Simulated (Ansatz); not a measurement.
Input and command of a calculation in Ansatz (plane waves; scalar-relativistic PAW potentials unless the input names others):

```yaml
crystal:
  lattice:
    - [0.0, -1.9468273, -1.9468273]
    - [0.0, 1.9468273, -1.9468273]
    - [3.8936546, 0.0, 0.0]
  atoms:
    - { symbol: Hf, position: [0.4460660943, 0.4460660943, 0.5] }
    - { symbol: Hf, position: [0.0539339057, 0.0539339057, 0.0] }
    - { symbol: "N", position: [-0.0415608473, 0.5415608473, 0.25] }
    - { symbol: "N", position: [0.5415608473, -0.0415608473, 0.75] }
basis:
  ecutwfc: 420
kpoints:
  mp_grid: { grid: [18, 18, 12] }
hamiltonian:
  xc: pbesol
scf:
  occupations: { method: gaussian, width: 0.15 }
  max_iter: 75
output:
  forces: true
  eigenvalues: true
  stress: true
```

```bash
ansatz run input.yaml --threads 2 --pin off --max-ram 5120MiB --backend cpu --events-out ev --progress --plain --runs-dir out
```

Abridged log:
```
Basis set: ecut = 420 eV, 585 PW (Γ), exchange–correlation on 40×40×54 points (8 copies of the dense FFT grid, shifted against one another)
Bands: 38, of which v1, the nominal top of the filled ones, is band 31 counted from 1 (30 counted from 0)
Symmetry: 4 space group operations
k-points: 637 of 3888 (time reversal used)
SCF iter   1: F=—  HF=-31935.472183 eV  |F-HF|=—  |Δ(HF+E_count)|=         —  Δρ=1.07e-1  dr2=3.17e0  ethr=1.77e-3  ⟨swp⟩=5.4  Hψ=103641  notcnv=0  defer=101
SCF iter   2: F=—  HF=-31934.712209 eV  |F-HF|=—  |Δ(HF+E_count)|=   7.60e-1  Δρ=3.87e-2  dr2=4.55e-1  ethr=1.77e-3  ⟨swp⟩=2.7  Hψ=47828  notcnv=0  defer=1178
SCF iter   3: F=—  HF=-31934.633349 eV  |F-HF|=—  |Δ(HF+E_count)|=   7.89e-2  Δρ=1.42e-2  dr2=5.07e-2  ethr=7.34e-4  ⟨swp⟩=2.0  Hψ=41019  notcnv=0  defer=1178
SCF iter   4: F=—  HF=-31934.637457 eV  |F-HF|=—  |Δ(HF+E_count)|=   4.11e-3  Δρ=8.16e-3  dr2=1.27e-2  ethr=8.17e-5  ⟨swp⟩=2.0  Hψ=51661  notcnv=0  defer=1175
SCF iter   5: F=—  HF=-31934.627544 eV  |F-HF|=—  |Δ(HF+E_count)|=   9.91e-3  Δρ=2.69e-3  dr2=1.41e-3  ethr=2.04e-5  ⟨swp⟩=2.8  Hψ=49425  notcnv=0  defer=1175
SCF iter   6: F=—  HF=-31934.626855 eV  |F-HF|=—  |Δ(HF+E_count)|=   6.89e-4  Δρ=5.74e-4  dr2=8.55e-5  ethr=2.28e-6  ⟨swp⟩=2.4  Hψ=43200  notcnv=0  defer=1175
SCF iter   7: F=—  HF=-31934.626889 eV  |F-HF|=—  |Δ(HF+E_count)|=   3.36e-5  Δρ=1.66e-4  dr2=5.54e-6  ethr=1.38e-7  ⟨swp⟩=2.2  Hψ=43183  notcnv=0  defer=1175
SCF iter   8: F=—  HF=-31934.626885 eV  |F-HF|=—  |Δ(HF+E_count)|=   4.00e-6  Δρ=3.21e-5  dr2=2.31e-7  ethr=8.94e-9  ⟨swp⟩=2.2  Hψ=43707  notcnv=0  defer=1175
SCF iter   9: F=-31934.626885 eV  HF=-31934.626885 eV  |F-HF|=7.36e-9  |Δ(HF+E_count)|=   3.19e-8  Δρ=7.06e-6  dr2=1.18e-8  ethr=1.61e-10  ⟨swp⟩=12.8  Hψ=143097  notcnv=0
SCF 1 converged in 9 iterations: F = -31934.626885 eV  dr2 = 1.18e-8
SCF converged after 9 iterations
Free energy (F): -31934.626885 eV
Harris-Foulkes:  -31934.626885 eV  (|F-HF|=7.36e-9)
Internal energy: -31934.606118 eV  (E = F + TS)
E sigma→0 (E₀):  -31934.616501 eV
Entropy (-TS):   -0.020767 eV (-5.192 meV/atom)
Fermi energy:    36.583776 eV
--- Forces (eV/Å), atoms counted from 1 ---
  atom   1  Hf     0.00000000     0.00000000    -3.96057943
  atom   2  Hf     0.00000000     0.00000000     3.96057943
  atom   3  N      0.00000000     9.45858160     0.00000000
  atom   4  N      0.00000000    -9.45858160     0.00000000
--- Stress (GPa, compression-positive) ---
      473.183753       0.000000       0.000000
        0.000000     475.955919       0.000000
        0.000000       0.000000     444.800680
  P = ⅓ Tr σ = 464.6468 GPa (4646.468 kbar)
```

Q: The run was meant for a cell not far from equilibrium. What should be changed?

A: The fault is a lattice far too small (lattice vectors times 0.800). Setting it back cures it. The run converged all the same, with an energy at zero smearing 5.9 eV/atom above the reference's, pressure 464.65 GPa, largest force 9.459 eV/Å, no gap on the mesh, so convergence alone doesn't show that an input is right. A reference run of the cell with lattice vectors 0.0000 -2.4335 -2.4335; 0.0000 2.4335 -2.4335; 4.8671 0.0000 0.0000 Å and the atoms in their places converged with pressure -1.63 GPa, largest force 2.636 eV/Å, no gap on the mesh.

It took 39 s on 2 threads of Intel(R) Xeon(R) Platinum 8259CL CPU @ 2.50GHz (Skylake/Cascade Lake), with other jobs on the host, peak memory 0.85 GiB.